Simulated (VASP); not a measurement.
Crystal: As.

```
CELL_PARAMETERS angstrom
2.70368 0.00000 0.00000
0.00000 2.70368 0.00000
0.00000 0.00000 2.70368
ATOMIC_POSITIONS crystal
As 0.50000 0.50000 0.50000
```

This isn't the form of As at room conditions, which is rhombohedral.

```yaml
Program: VASP 6.6.1
Task: relaxation of cell and atoms
Functional: r2SCAN0
Potentials_or_basis: VASP PAW PBE potentials, release 64 (As)
Cutoff: 600 eV
k_mesh: 5 × 5 × 5
Occupations: gaussian, width 0.05 eV
Spin: no spin polarisation
```

At the start: pressure -2.1 GPa; volume 19.76 Å³/atom.

Task: How do energy, volume and symmetry change on relaxing?

Result: Over 3 steps the energy falls by 2.9 meV/atom and the volume is 19.34 Å³/atom (-2.2 %); space group Pm-3m (No. 221, to 0.05 Å).

Step by step:
```tsv
step	energy change (eV)	largest force (eV/Å)	pressure (GPa)	volume (Å³)
1	0.0000	0.0000	-2.13	19.76
2	-0.0012	0.0000	1.75	19.02
3	-0.0029	0.0000	0.00	19.34
```

Final structure:
```yaml
crystal:
  lattice:
    - [2.68410, 0.00000, 0.00000]
    - [0.00000, 2.68410, 0.00000]
    - [0.00000, 0.00000, 2.68410]
  atoms:
    - { symbol: As, position: [0.50000, 0.50000, 0.50000] }
```

Caveat: the k mesh is coarse (spacing up to 0.46 Å⁻¹), so the values aren't converged, least of all with exact exchange; the PAW data sets were made with another functional, which shifts forces and pressure a little.
